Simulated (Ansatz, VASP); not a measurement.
**One calculation of BN, two programs**

```
B N
1.0
     2.50050    0.00000    0.00000
    -1.25025    2.16550    0.00000
     0.00000    0.00000    6.41808
B N
2 2
Direct
  0.33333 0.66667 0.25000
  0.66667 0.33333 0.75000
  0.33333 0.66667 0.75000
  0.66667 0.33333 0.25000
```

Alike in both runs: functional PBEsol; dispersion D3(BJ); k mesh 12 × 12 × 4; no spin polarisation.

Ansatz relaxed the structure, and its values are those at the end. VASP's run is a single point on that final structure, the one shown.

```csv
,VASP,Ansatz
version,VASP 6.6.1,Ansatz 0.2.0
potentials or method,"VASP PAW PBE potentials, release 64 (B, N)","scalar-relativistic, plane waves, PAW"
plane-wave cutoff (eV),520,420
occupations,"gaussian, width 0.01 eV",fixed
valence electrons in the cell,16,16
```

VASP gave:

- gap on the k mesh at the Fermi level (eV): 4.09
- least direct gap on the mesh (eV): 4.48
- pressure (GPa): 0.3
- dispersion energy (meV/atom): -104.8

Q: What did Ansatz give for the same quantities?

A: gap on the k mesh at the Fermi level (eV): 4.10; least direct gap on the mesh (eV): 4.49; pressure (GPa): 0.0; dispersion energy (meV/atom): -104.8.

Caveats: the PAW data sets were made with another functional, which shifts forces and pressure a little (VASP). A k mesh can miss the band edges.
